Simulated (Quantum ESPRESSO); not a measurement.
**CuO under changes of volume**

One of the cells (10.163 Å³/atom); the others are scaled copies at fixed shape and fractional positions:

```
Cu O
1.0
     2.34465   -1.71340    0.00000
     2.34465    1.71340    0.00000
    -0.86055    0.00000    5.05944
Cu O
2 2
Direct
  0.00320 0.49680 0.00000
  0.49680 0.00320 0.50000
  0.57140 0.40560 0.25370
  0.40560 0.57140 0.75370
```

- Program: Quantum ESPRESSO 7.5
- Functional: PBEsol
- Potentials or basis: GBRV 1.5 PBEsol
- Cutoff: 762 eV
- Density cutoff: 6095 eV
- k mesh: 7 × 7 × 4
- Occupations: fermi-dirac, width 0.05 eV
- Spin: no spin polarisation

```tsv
volume (Å³/atom)	energy over the lowest point (meV/atom)	pressure (GPa)	largest force (eV/Å)
9.553	?	?	?
9.756	5.49	5.8	0.866
9.959	0.21	1.6	0.798
10.163	0.00	-2.2	0.769
10.366	4.29	-5.6	0.761
10.569	12.58	-8.5	0.758
10.772	24.45	-11.0	0.761
```

Question: What does the run at 9.553 Å³/atom give?

Answer: Energy over the lowest point 16.41 meV/atom; pressure 10.6 GPa; largest force 0.938 eV/Å.

Worked out: A Birch-Murnaghan fit of order 3 (a polynomial in V^(-2/3)) to the other rows has its minimum at 10.07 Å³/atom with B0 = V·E''(V) = 185 GPa and B' = 4.7 at fixed shape and positions, which overstates the stiffness. It gives 16.43 meV/atom at 9.553 Å³/atom, against the run's 16.41, and -dE/dV = 11.1 GPa, against 10.6.

Energies are extrapolated to zero smearing.

Caveats: the run has no spin polarisation, though such a crystal can be magnetic.
